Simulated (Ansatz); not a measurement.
Runs of Ansatz 0.2.0 on Si. It takes space group P6/mmm (No. 191, hexagonal). Conventional cell: a = 2.621 Å, b = 2.621 Å, c = 2.466 Å, α = 90.00°, β = 90.00°, γ = 120.00°. Si (site symmetry 6/mmm) is surrounded by 8 Si at 2.47 to 2.62 Å. This isn't the form of Si at room conditions, which is diamond.

```csv
task,level,potentials or basis,cell,k mesh,cutoff (eV),smearing,basis error allowed,mesh quality,gap on the mesh (eV),pressure (GPa)
relaxation of the atoms,PBEsol,"all-electron LAPW, scalar-relativistic",atoms relaxed from: cell strained at random at fixed volume,12 × 12 × 11,-,fermi-dirac 0.1 eV,0.001 eV/atom,not flagged,-,0.8
band structure,PBEsol,all-electron PAW datasets made for the crystal,as given,12 × 12 × 11,200,fermi-dirac 0.05 eV,-,not flagged,-,0.5
band structure,PBEsol,"all-electron LAPW, non-relativistic",as given,12 × 12 × 11,189,fermi-dirac 0.05 eV,0.001 eV/atom,not flagged,-,0.5
single point,HSE06,all-electron PAW datasets made for the crystal,as given,8 × 8 × 8,220,fermi-dirac 0.05 eV,-,coarse,none,-
band structure,LDA,"all-electron LAPW, scalar-relativistic",as given,12 × 12 × 11,190,fermi-dirac 0.05 eV,0.001 eV/atom,not flagged,-,-1.0
relaxation of cell and atoms,PBEsol,"all-electron LAPW, scalar-relativistic",relaxed,12 × 12 × 11,-,gaussian 0.05 eV,0.001 eV/atom,not flagged,-,0.0
single point,PBE0,all-electron PAW datasets made for the crystal,as given,8 × 8 × 8,220,fermi-dirac 0.05 eV,-,coarse,none,-
single point,PBEsol,"all-electron LAPW, scalar-relativistic",as given,12 × 12 × 11,189,gaussian 0.05 eV,0.001 eV/atom,not flagged,none,0.5
band structure,PBEsol,"all-electron LAPW, scalar-relativistic",as given,12 × 12 × 11,189,fermi-dirac 0.05 eV,0.001 eV/atom,not flagged,-,(a)
single point,PBEsol,all-electron PAW datasets made for the crystal,as given,8 × 8 × 8,200,fermi-dirac 0.05 eV,-,coarse,none,0.9
single point,r2SCAN50,all-electron PAW datasets made for the crystal,as given,6 × 6 × 6,200,gaussian 0.01 eV,-,coarse,1.33,-
```

Alike in all rows: no spin polarisation.

Task: Fill in the values left out.

Result: (a) 0.6.

Caveats: some runs use coarse meshes; the k mesh is thin for a metal, which can move the energy by tens of meV per atom (some runs).

A k mesh can miss the band edges.

A gap of «none» marks a metal or a gap under the smearing width.

Not every run made on this cell is shown here.
